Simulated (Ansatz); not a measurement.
PbSe:

```
Pb Se
1.0
     3.78432    0.00000    0.00000
     0.00000    3.78432    0.00000
     0.00000    0.00000    3.78432
Pb Se
1 1
Direct
  0.00000 0.00000 0.00000
  0.50000 0.50000 0.50000
```

Measurements of this composition are mostly on another form, of space group No. 225.

- Program: Ansatz 0.2.0
- Task: relaxation of cell and atoms
- Functional: HSEsol
- Potentials or basis: Ansatz PAW
- Cutoff: 420 eV (not typed: the program's choice for these potentials)
- k mesh: 4 × 4 × 4
- Occupations: fermi-dirac, width 0.05 eV
- Spin: no spin polarisation

At the start: volume 27.10 Å³/atom.

Q: Where does the relaxation end?

A: It ends after 4 steps and the volume is 25.44 Å³/atom (-6.1 %); space group Pm-3m (No. 221, to 0.05 Å).

The path:
| step | energy change (eV) | largest force (eV/Å) | volume (Å³) |
| --- | --- | --- | --- |
| 1 | 0.0000 | 0.0000 | 54.20 |
| 2 | -0.0312 | 0.0000 | 50.48 |
| 3 | -0.0316 | 0.0000 | 50.88 |
| 4 | -0.0311 | 0.0000 | 50.88 |

Final structure:
```cif
data_structure
_symmetry_space_group_name_H-M 'P 1'
_symmetry_Int_Tables_number 1
_cell_length_a 3.7055
_cell_length_b 3.7055
_cell_length_c 3.7055
_cell_angle_alpha 90.000
_cell_angle_beta 90.000
_cell_angle_gamma 90.000
_cell_volume 50.88
loop_
_atom_site_label
_atom_site_type_symbol
_atom_site_fract_x
_atom_site_fract_y
_atom_site_fract_z
_atom_site_occupancy
Pb1 Pb 0.00000 0.00000 0.00000 1
Se1 Se 0.50000 0.50000 0.50000 1
```

Caveat: the k mesh is coarse (spacing up to 0.42 Å⁻¹), so the values aren't converged, least of all with exact exchange; the plane-wave basis is chosen anew once the cell has moved, so the energies of steps on either side of that aren't comparable; the PAW data sets come from PBE, with cores solved anew for the run's functional, which leaves a small shift of forces and pressure.
